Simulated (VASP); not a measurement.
# Cd (P6_3/mmc) in VASP: a series of runs

The runs below take Cd through relaxation of cell and atoms, with PBEsol, PBE+D3(BJ), r2SCAN.

Program: VASP 6.6.1. These are calculated values, not measurements. Logs are shortened: lines on timing, memory, paths and dates and some standing lists are left out, and cuts for length are marked.

**1. The crystal as given**

The structure is hexagonal, space group P6_3/mmc (No. 194). The conventional cell has a = 2.954 Å, b = 2.954 Å, c = 5.587 Å, α = 90.00°, β = 90.00°, γ = 120.00°. Cd (site symmetry -6m2) has 12 Cd at 2.95 to 3.27 Å as nearest neighbours.

**2. Relaxation of cell and atoms, PBEsol**

Input file INCAR:

```
PREC     = Accurate       # precision mode
ENCUT    = 600            # plane-wave cutoff, eV
EDIFF    = 1E-7           # SCF threshold, eV
ISMEAR   = 1              # smearing method
SIGMA    = 0.1            # smearing width, eV
LREAL    = False          # projectors in reciprocal space
LASPH    = True           # aspherical terms in the spheres
NELM     = 80             # most SCF steps
ALGO     = Normal         # electronic algorithm
ISIF     = 3              # what is computed and relaxed
LWAVE    = False          # write WAVECAR
LCHARG   = False          # write CHGCAR
GGA      = PS             # functional
IBRION   = 2              # ionic algorithm
NSW      = 90             # ionic steps
EDIFFG   = -0.005         # ionic threshold
```

Input file KPOINTS:

```
Automatic mesh
0
Gamma
  18 18 8
```

Input file POSCAR:

```
Cd                                      
1.0
    2.9543929983      0.0000000000      0.0000000000
   -1.4771964991      2.5585793893      0.0000000000
    0.0000000000     -0.0000000000      5.5868911150
  Cd            
     2
Direct
     0.3333333332999970    0.6666666667000030    0.2500000000000000
     0.6666666667000030    0.3333333332999970    0.7500000000000000
```

Potentials or basis: VASP PAW PBE potentials, release 64 (Cd).

Started as:

```sh
cat potpaw_PBE.64/Cd/POTCAR > POTCAR
mpirun -np 1 vasp_std > vasp.out
```

OUTCAR:

```text
PREC = Accurate
   ENCUT = 600
   EDIFF = 1E-7
   ISMEAR = 1
   LREAL = False
   LASPH = True
   NELM = 80
   ISIF = 3
   GGA = PS
   IBRION = 2
   NSW = 90
   EDIFFG = -0.005

 ion  position               nearest neighbor table
   1  0.333  0.667  0.250-   2 3.27   2 3.27   2 3.27   2 3.27   2 3.27   2 3.27
   2  0.667  0.333  0.750-   1 3.27   1 3.27   1 3.27   1 3.27   1 3.27   1 3.27

  LATTYP: Found a hexagonal cell.
 ALAT       =     2.9543929983
 C/A-ratio  =     1.8910453410

  Lattice vectors:

 A1 = (   2.9543929983,   0.0000000000,   0.0000000000)
 A2 = (  -1.4771964991,   2.5585793893,   0.0000000000)
 A3 = (   0.0000000000,   0.0000000000,   5.5868911150)

Analysis of symmetry for initial positions (statically):
=====================================================================
 Subroutine PRICEL returns:
 Original cell was already a primitive cell.

 Routine SETGRP: Setting up the symmetry group for a
 hexagonal supercell.

 Subroutine GETGRP returns: Found 24 space group operations
 (whereof 12 operations were pure point group operations)
 out of a pool of 24 trial point group operations.

The static configuration has the point symmetry D_3d.
 The point group associated with its full space group is D_6h.

Analysis of symmetry for dynamics (positions and initial velocities):
=====================================================================
 Subroutine PRICEL returns:
 Original cell was already a primitive cell.

 Routine SETGRP: Setting up the symmetry group for a
 hexagonal supercell.

 Subroutine GETGRP returns: Found 24 space group operations
 (whereof 12 operations were pure point group operations)
 out of a pool of 24 trial point group operations.

The dynamic configuration has the point symmetry D_3d.
 The point group associated with its full space group is D_6h.

 Subroutine INISYM returns: Found 24 space group operations
 (whereof 12 operations are pure point group operations),
 and found     1 'primitive' translations

----------------------------------------------------------------------------------------

                                     Primitive cell

  volume of cell :      42.2316

  direct lattice vectors                    reciprocal lattice vectors
     2.954392998  0.000000000  0.000000000     0.338479004  0.195420944  0.000000000
    -1.477196499  2.558579389  0.000000000     0.000000000  0.390841888  0.000000000
[... 99 lines left out ...]
   EFERMI =   0.00;   METHOD = LEGACY
   ISMEAR =     1;   SIGMA  =   0.10  broadening in eV -4-tet -1-fermi 0-gaus
   EFERMI_NEDOS =   21; number of points for ismear=-14 and -15
   IALGO  =     38    algorithm
   IMIX   =      4    mixing-type and parameters
     AMIX     =   0.40;   BMIX     =  1.00
     AMIX_MAG =   1.60;   BMIX_MAG =  1.00
  volume/ion in A,a.u.               =      21.12       142.50
  Fermi-wavevector in a.u.,A,eV,Ry     =   1.356020  2.562506 25.018263  1.838790
  Thomas-Fermi vector in A             =   2.483059
   LORBIT       =      0    0 simple, 1 ext, 2 COOP (PROOUT), +10 PAW based schemes
   GGA     = PS    functional components
   LHFCALC =     F    Hartree Fock is set to
   AEXX    =    0.0000 exact exchange contribution
   IVDW    =     0    specifies the selected vdW correction
   LEPSILON=     F    determine dielectric tensor
   LRPA    =     F    only Hartree local field effects (RPA)
 conjugate gradient relaxation of ions
 non-spin polarized calculation
 Methfessel and Paxton  Order N= 1 SIGMA  =   0.10
  energy-cutoff  :      600.00
  volume of cell :       42.23
 maximum number of plane-waves:      1432
 NGX is ok and might be reduce to    24
   NGX = 11   NGY = 11   NGZ = 23

--------------------------------------- Ionic step        1  -------------------------------------------

 number of electron      24.0000011 magnetization

 Free energy of the ion-electron system (eV)
  ---------------------------------------------------
  ext. energy  EPLUGINS =         0.00000000
  ---------------------------------------------------
  free energy    TOTEN  =        -2.40000346 eV

  energy without entropy =       -2.40020825  energy(sigma->0) =       -2.40007173

------------------------ aborting loop because EDIFF is reached ----------------------------------------

  FORCE on cell =-STRESS in cart. coord.  units (eV):
  Direction    XX          YY          ZZ          XY          YZ          ZX
  --------------------------------------------------------------------------------------
  -------------------------------------------------------------------------------------
  Total       -0.0214228     -0.0214228      0.0025138     -0.0000000      0.0000000      0.0000000
  in kB       -0.8127366     -0.8127366      0.0953698     -0.0000000      0.0000000      0.0000000
  external PRESSURE =      -0.5100344 kB  Pullay stress =       0.0000000 kB
[... 95 lines left out ...]
--------------------------------------- Ionic step        4  -------------------------------------------

 number of electron      24.0000012 magnetization

 Free energy of the ion-electron system (eV)
  ---------------------------------------------------
  ext. energy  EPLUGINS =         0.00000000
  ---------------------------------------------------
  free energy    TOTEN  =        -2.40002064 eV

  energy without entropy =       -2.40016237  energy(sigma->0) =       -2.40006788

 E-fermi :   3.0535     XC(G=0): -11.3316

 val. band max:        3.0401915687   @ k =   0.3333   0.1111   0.0000
 cond. band min:       3.0628502784   @ k =   0.0556   0.0000   0.2500
 fundamental gap:      0.0226587097
 Fermi energy:         3.0534828623

 k-point     1 :       0.0000    0.0000    0.0000
  band No.  band energies     occupation
      1      -6.9951      2.00000
      2      -6.7231      2.00000
      3      -6.3046      2.00000
      4      -6.3046      2.00000
      5      -6.2511      2.00000
      6      -6.2511      2.00000
[... 433 lines left out ...]
      3      -6.6960      2.00000
      4      -6.2234      2.00000
      5      -6.0686      2.00000
      6      -5.9636      2.00000
[... 8 lines left out ...]
     15       7.4491      0.00000
     16       9.0974      0.00000

 [... further k-points ...]

------------------------ aborting loop because EDIFF is reached ----------------------------------------

  FORCE on cell =-STRESS in cart. coord.  units (eV):
  Direction    XX          YY          ZZ          XY          YZ          ZX
  --------------------------------------------------------------------------------------
  -------------------------------------------------------------------------------------
  Total       -0.0044893     -0.0044893      0.0088059     -0.0000000     -0.0000000      0.0000000
  in kB       -0.1704535     -0.1704535      0.3343490     -0.0000000     -0.0000000      0.0000000
  external PRESSURE =      -0.0021860 kB  Pullay stress =       0.0000000 kB
[... 17 lines left out ...]
  FREE ENERGIE OF THE ION-ELECTRON SYSTEM (eV)
  ---------------------------------------------------
  free  energy   TOTEN  =        -2.4000206391 eV

  energy  without entropy=       -2.4001623746  energy(sigma->0) =       -2.40006788

 reached required accuracy - stopping structural energy minimisation
```

Wall time 1.7 min (1 thread of Intel Xeon 6975P-C (Granite Rapids), shared host); peak memory 0.26 GiB.

What came out:

| Quantity | Value |
| --- | --- |
| Free energy | -2.4000 eV |
| Relaxed volume | 21.10 Å³/atom |
| Relaxed cell | a = 2.953 Å, b = 2.953 Å, c = 5.589 Å, α = 90.00°, β = 90.00°, γ = 120.00° |
| Space group after relaxing (to 0.05 Å) | P6_3/mmc (No. 194) |
| Energy gained by relaxing | 0.0 meV/atom |
| Ionic steps | 4 |
| Pressure after relaxing | 0.0 GPa |
| Band gap on the k mesh | none (metal or under the smearing width) |

Final structure:
```xyz
2
Lattice="2.9526 0.0000 0.0000 -1.4763 2.5570 0.0000 0.0000 0.0000 5.5893" Properties=species:S:1:pos:R:3 pbc="T T T"
Cd    0.0000    1.7047    1.3973
Cd    1.4763    0.8523    4.1919
```

Caveat: the PAW data sets were made with another functional, which shifts forces and pressure a little.

**3. Relaxation of cell and atoms, PBE+D3(BJ)**

This run uses another cell than the first one, of 21.59 Å³/atom, 1.022 times its volume.

Input file INCAR:

```
ALGO = Normal
EDIFF = 1E-6
EDIFFG = -0.01
ENCUT = 600
GGA = PE
IBRION = 2
ISIF = 3
ISMEAR = 1
IVDW = 12
LASPH = T
LCHARG = F
LREAL = F
LWAVE = F
NELM = 80
NSW = 90
PREC = Accurate
SIGMA = 0.1
```

Input file KPOINTS:

```
k-points
0
Gamma
  18 18 8
```

Input file POSCAR:

```
Cd
1.0
    2.9788700000      0.0000000000      0.0000000000
   -1.4894350000      2.5797770946      0.0000000000
    0.0000000000      0.0000000000      5.6176500000
Cd
2
Direct
    0.3333333333      0.6666666667      0.2500000000
    0.6666666667      0.3333333333      0.7500000000
```

Potentials or basis: VASP PAW PBE potentials, release 64 (Cd).

Started as:

```sh
cat potpaw_PBE.64/Cd/POTCAR > POTCAR
mpirun -np 1 vasp_std > vasp.out
```

Wall time 4.4 min (1 thread of Intel Xeon 6975P-C (Granite Rapids), shared host); peak memory 0.28 GiB.

It converged, with:

- Free energy: -2.3579 eV
- Relaxed volume: 21.37 Å³/atom
- Relaxed cell: a = 3.005 Å, b = 3.005 Å, c = 5.464 Å, α = 90.00°, β = 90.00°, γ = 120.00°
- Space group after relaxing (to 0.05 Å): P6_3/mmc (No. 194)
- Energy gained by relaxing: 1.5 meV/atom
- Ionic steps: 10
- Pressure after relaxing: 0.0 GPa
- Band gap on the k mesh: none (metal or under the smearing width)
- Dispersion energy per atom: -0.448 eV

Stress tensor (GPa, compression positive):
```
-0.06  0.00  0.00
 0.00 -0.06  0.00
 0.00  0.00  0.03
```

The path:
```csv
step,energy change (eV),largest force (eV/Å),pressure (GPa),volume (Å³)
1,0.0000,0.0000,-0.25,43.17
2,-0.0005,0.0000,0.01,42.96
3,-0.0007,0.0000,0.15,42.84
4,-0.0007,0.0000,0.46,42.59
5,-0.0007,0.0000,0.22,42.74
6,-0.0011,0.0000,0.25,42.74
7,-0.0016,0.0000,0.21,42.75
8,-0.0025,0.0000,0.18,42.74
9,-0.0023,0.0000,-0.02,42.73
10,-0.0030,0.0000,-0.03,42.74
```

Final structure:
```
Cd
1.0
     3.00528    0.00000    0.00000
    -1.50264    2.60264    0.00000
     0.00000    0.00000    5.46433
Cd
2
Direct
  0.33333 0.66667 0.25000
  0.66667 0.33333 0.75000
```

Levels at points of the mesh, in eV from the Fermi level:
```
           k point  band 8  band 9  band 10  band 11  band 12  band 13  band 14  band 15  band 16
(0.00, 0.00, 0.00)   -8.92   -8.92    -8.61    -8.61    -3.07    -2.74    11.49    14.05    14.25
(0.50, 0.00, 0.00)   -8.62   -8.39    -8.36    -2.60    -2.14     2.08     2.93     3.27     5.23
(0.00, 0.00, 0.50)   -8.74   -8.74    -8.74    -7.50    -7.50     4.22     4.22    14.38    14.38
(0.50, 0.00, 0.50)   -8.60   -8.38    -8.38    -1.73    -1.73    -0.13    -0.13     8.43     8.43
```

Caveat: pairwise dispersion overbinds metals, which lowers pressure and volume.

**4. Relaxation of cell and atoms, PBE+D3(BJ)**

This run uses another cell than the first one, of 21.37 Å³/atom, 1.012 times its volume.

Edit INCAR of step 3 so:

```diff
@@ -1,4 +1,4 @@
 ALGO = Normal
-EDIFF = 1E-6
-EDIFFG = -0.01
+EDIFF = 1E-7
+EDIFFG = -0.005
 ENCUT = 600
```

KPOINTS is that of step 3.

Input file POSCAR:

```
Cd                                      
1.0
    3.0052752729     -0.0000000000      0.0000000000
   -1.5026376364      2.6026447317      0.0000000000
   -0.0000000000     -0.0000000000      5.4643273884
  Cd            
     2
Direct
     0.3333333332999970    0.6666666667000030    0.2500000000000000
     0.6666666667000030    0.3333333332999970    0.7500000000000000
```

Started as:

```sh
cat potpaw_PBE.64/Cd/POTCAR > POTCAR
mpirun -np 1 vasp_std > vasp.out
```

Wall time 46 s (1 thread of Intel Xeon 6975P-C (Granite Rapids), shared host); peak memory 0.27 GiB.

Results (log left out):

```yaml
Free_energy: -2.3576 eV
Pressure_after_relaxing: 0.0 GPa
Band_gap_on_the_k_mesh: none (metal or under the smearing width)
Dispersion_energy_per_atom: -0.448 eV
```

Final structure:
```yaml
crystal:
  lattice:
    - [3.00528, 0.00000, 0.00000]
    - [-1.50264, 2.60264, 0.00000]
    - [0.00000, 0.00000, 5.46433]
  atoms:
    - { symbol: Cd, position: [0.33333, 0.66667, 0.25000] }
    - { symbol: Cd, position: [0.66667, 0.33333, 0.75000] }
```

Levels at points of the mesh, in eV from the Fermi level:
| k point | band 8 | band 9 | band 10 | band 11 | band 12 | band 13 | band 14 | band 15 | band 16 |
| --- | --- | --- | --- | --- | --- | --- | --- | --- | --- |
| (0.00, 0.00, 0.00) | -8.92 | -8.92 | -8.61 | -8.61 | -3.07 | -2.74 | 11.49 | 14.05 | 14.25 |
| (0.50, 0.00, 0.00) | -8.62 | -8.39 | -8.36 | -2.60 | -2.14 | 2.08 | 2.93 | 3.27 | 5.23 |
| (0.00, 0.00, 0.50) | -8.74 | -8.74 | -8.74 | -7.50 | -7.50 | 4.22 | 4.22 | 14.39 | 14.39 |
| (0.50, 0.00, 0.50) | -8.60 | -8.38 | -8.38 | -1.73 | -1.73 | -0.13 | -0.13 | 8.43 | 8.43 |

Caveat: the relaxation stopped at its first step, so nothing moved; pairwise dispersion overbinds metals, which lowers pressure and volume.

**5. Relaxation of cell and atoms, r2SCAN**

This run uses another cell than the first one, of 21.59 Å³/atom, 1.022 times its volume.

Input file INCAR:

```
SYSTEM = Cd
PREC = Accurate ; ENCUT = 600
EDIFF = 1E-6 ; ISMEAR = 1
SIGMA = 0.1 ; LREAL = .False.
LASPH = .True. ; NELM = 80
ALGO = Normal ; ISIF = 3
LWAVE = .False. ; LCHARG = .False.
METAGGA = R2SCAN ; LMIXTAU = .True.
IBRION = 2 ; NSW = 90
EDIFFG = -0.01
```

Input file KPOINTS:

```
Automatic mesh
0
Gamma
  18 18 8
  0 0 0
```

Input file POSCAR:

```
Cd
1.0
    2.9788700000      0.0000000000      0.0000000000
   -1.4894350000      2.5797770946      0.0000000000
    0.0000000000      0.0000000000      5.6176500000
Cd
2
Direct
    0.3333333333      0.6666666667      0.2500000000
    0.6666666667      0.3333333333      0.7500000000
```

Started as:

```sh
cat potpaw_PBE.64/Cd/POTCAR > POTCAR
mpirun -np 1 vasp_std > vasp.out
```

Wall time 26 min (1 thread of Intel Xeon Platinum 8488C (Sapphire Rapids), shared host); peak memory 0.27 GiB.

The run converged. Its results:

| Item | Value |
| --- | --- |
| Free energy | -40.2008 eV |
| Relaxed volume | 22.11 Å³/atom |
| Relaxed cell | a = 2.967 Å, b = 2.967 Å, c = 5.802 Å, α = 90.00°, β = 90.00°, γ = 120.00° |
| Space group after relaxing (to 0.05 Å) | P6_3/mmc (No. 194) |
| Energy gained by relaxing | 3.4 meV/atom |
| Ionic steps | 7 |
| Pressure after relaxing | 0.0 GPa |
| Band gap on the k mesh | none (metal or under the smearing width) |

Step by step:
```
step  energy change (eV)  largest force (eV/Å)  pressure (GPa)  volume (Å³)
   1              0.0000                0.0000            0.70        43.17
   2             -0.0028                0.0000            0.02        43.76
   3             -0.0034                0.0000           -0.54        44.28
   4             -0.0053                0.0000           -0.44        44.36
   5             -0.0053                0.0000           -0.04        44.56
   6             -0.0066                0.0000           -0.28        44.45
   7             -0.0068                0.0000           -0.02        44.22
```

Final structure:
```
Cd
1.0
     2.96674    0.00000    0.00000
    -1.48337    2.56927    0.00000
     0.00000    0.00000    5.80198
Cd
2
Direct
  0.33333 0.66667 0.25000
  0.66667 0.33333 0.75000
```

Levels at points of the mesh, in eV from the Fermi level:
| k point | band 10 | band 11 | band 12 | band 13 | band 14 | band 15 |
| --- | --- | --- | --- | --- | --- | --- |
| (0.00, 0.00, 0.00) | -8.94 | -8.94 | -3.63 | -3.11 | 9.86 | 14.36 |
| (0.50, 0.00, 0.00) | -8.59 | -2.30 | -1.75 | 1.82 | 3.09 | 3.20 |
| (0.00, 0.00, 0.50) | -9.03 | -7.59 | -7.59 | 3.22 | 3.22 | 15.61 |
| (0.50, 0.00, 0.50) | -8.60 | -1.55 | -1.55 | 0.23 | 0.23 | 8.02 |

Caveat: the PAW data sets were made with another functional, which shifts forces and pressure a little. Zero-point motion and thermal expansion aren't in these numbers.

**6. Relaxation of cell and atoms, r2SCAN**

This run uses another cell than the first one, of 22.11 Å³/atom, 1.047 times its volume.

Edit INCAR of step 5 so:

```diff
@@ -2,3 +2,3 @@
 PREC = Accurate ; ENCUT = 600
-EDIFF = 1E-6 ; ISMEAR = 1
+EDIFF = 1E-7 ; ISMEAR = 1
 SIGMA = 0.1 ; LREAL = .False.
@@ -9,2 +9,2 @@
 IBRION = 2 ; NSW = 90
-EDIFFG = -0.01
+EDIFFG = -0.005
```

KPOINTS is that of step 5.

Input file POSCAR:

```
Cd                                      
1.0
    2.9667405087     -0.0000000000     -0.0000000000
   -1.4833702543      2.5692726470      0.0000000000
   -0.0000000000     -0.0000000000      5.8019774741
  Cd            
     2
Direct
     0.3333333332999970    0.6666666667000030    0.2500000000000000
     0.6666666667000030    0.3333333332999970    0.7500000000000000
```

Potentials or basis: VASP PAW PBE potentials, release 64 (Cd).

Started as:

```sh
cat potpaw_PBE.64/Cd/POTCAR > POTCAR
mpirun -np 1 vasp_std > vasp.out
```

Wall time 10 min (1 thread of Intel Xeon Platinum 8488C (Sapphire Rapids), shared host); peak memory 0.28 GiB.

It converged, with:

* Free energy: -40.2016 eV
* Relaxed volume: 22.10 Å³/atom
* Relaxed cell: a = 2.966 Å, b = 2.966 Å, c = 5.802 Å, α = 90.00°, β = 90.00°, γ = 120.00°
* Space group after relaxing (to 0.05 Å): P6_3/mmc (No. 194)
* Energy gained by relaxing: 0.0 meV/atom
* Ionic steps: 2
* Pressure after relaxing: 0.0 GPa
* Band gap on the k mesh: none (metal or under the smearing width)

Final structure:
```
CELL_PARAMETERS angstrom
2.96587 0.00000 0.00000
-1.48294 2.56852 0.00000
0.00000 0.00000 5.80175
ATOMIC_POSITIONS crystal
Cd 0.33333 0.66667 0.25000
Cd 0.66667 0.33333 0.75000
```

Levels at points of the mesh, in eV from the Fermi level:
```tsv
k point	band 9	band 10	band 11	band 12	band 13	band 14	band 15	band 16
(0.00, 0.00, 0.00)	-9.04	-8.94	-8.94	-3.63	-3.11	9.86	14.36	15.31
(0.50, 0.00, 0.00)	-8.61	-8.59	-2.30	-1.75	1.83	3.10	3.20	5.39
(0.00, 0.00, 0.50)	-9.02	-9.02	-7.60	-7.60	3.21	3.21	15.62	15.62
(0.50, 0.00, 0.50)	-8.60	-8.60	-1.55	-1.55	0.24	0.24	8.02	8.02
```

Caveat: the PAW data sets were made with another functional, which shifts forces and pressure a little.

**7. The runs side by side**

```tsv
level	gap on the mesh (eV)	pressure (GPa)	relaxed volume (Å³/atom)
PBEsol	none	0.0	21.10
PBE+D3(BJ)	none	0.0	-
r2SCAN	none	0.0	22.10
```

Alike in all rows: task relaxation of cell and atoms; potentials or basis VASP PAW PBE potentials, release 64 (Cd); no spin polarisation; cell relaxed; k mesh 18 × 18 × 8; cutoff (eV) 600; smearing methfessel-paxton 0.1 eV.

Caveats: the PAW data sets were made with another functional, which shifts forces and pressure a little (some runs); the relaxation stopped at its first step, so nothing moved (some runs); pairwise dispersion overbinds metals, which lowers pressure and volume (some runs).

Total energies depend on the potentials used, so only differences within one code and one set of settings carry meaning.
